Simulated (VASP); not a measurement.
A run of VASP 6.6.1:

File INCAR:

```
ALGO = Normal ; EDIFF = 1E-7
EDIFFG = -0.002 ; ENCUT = 520
GGA = PE ; IBRION = 2
ISIF = 3 ; ISMEAR = 0
IVDW = 12 ; LASPH = T
LCHARG = F ; LREAL = F
LWAVE = F ; NELM = 100
NSW = 80 ; PREC = Accurate
PSTRESS = 750.0 ; SIGMA = 0.1
```

KPOINTS

```
k-points
0
Gamma
  16 16 16
```

Contents of POSCAR:

```
CdO                                     
1.0
    0.0000000000      2.1583891046      2.1583891046
    2.1583891046      0.0000000000      2.1583891046
    2.1583891046      2.1583891046     -0.0000000000
  Cd              O             
     1     1
Direct
     0.0000000000000000    0.0000000000000000    0.0000000000000000
     0.5000000000000000    0.5000000000000000    0.5000000000000000
```

Potentials or basis: VASP PAW PBE potentials, release 64 (Cd, O).

Run with:

```bash
$ cat potpaw_PBE.64/Cd/POTCAR potpaw_PBE.64/O/POTCAR > POTCAR
$ mpirun -np 1 vasp_std > vasp.out
```

Hardware: 1 thread of Intel(R) Xeon(R) Platinum 8259CL CPU @ 2.50GHz (Skylake/Cascade Lake), with other jobs on the host.

Q: How long does it take, and how much memory?

A: Wall time 47 s on 1 thread of Intel(R) Xeon(R) Platinum 8259CL CPU @ 2.50GHz (Skylake/Cascade Lake), on a shared host, peak memory 0.18 GiB. Counts: scf iterations 27, k points 145, ion steps 3.
